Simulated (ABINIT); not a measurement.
Crystal: KTaO3.

```
Ta K O
1.0
     3.98830    0.00000    0.00000
     0.00000    3.98830    0.00000
     0.00000    0.00000    3.98830
Ta K O
1 1 3
Cartesian
  0.0000 0.0000 0.0000
  1.9942 1.9942 1.9942
  0.0000 0.0000 1.9942
  0.0000 1.9942 0.0000
  1.9942 0.0000 0.0000
```

Base run:

```yaml
Program: ABINIT 10.8.3 (patched build)
Functional: revPBE
Potentials_or_basis: JTH PAW PBE v2.0
Cutoff: 626 eV
k_mesh: 7 × 7 × 7
Occupations: fermi-dirac, width 0.05 eV
Spin: no spin polarisation
```

Its results: band gap on the k mesh 2.28 eV, indirect (least direct gap 2.83 eV); pressure 8.8 GPa.

**Question.** After a change of settings the same cell gave: band gap on the k mesh 2.29 eV, indirect (least direct gap 2.84 eV); pressure 5.5 GPa. Which change was it?
A. functional from revPBE to HCTH407
B. functional from revPBE to WC
C. functional from revPBE to LDA; potentials or basis from JTH PAW PBE v2.0 to JTH PAW LDA v2.0
D. functional from revPBE to AM05

**Answer.** A.

Caveats: the PAW data sets were made with another functional, which shifts forces and pressure a little; spin-orbit coupling is left out, which moves the levels of the heavy elements; the atomic spheres overlap.
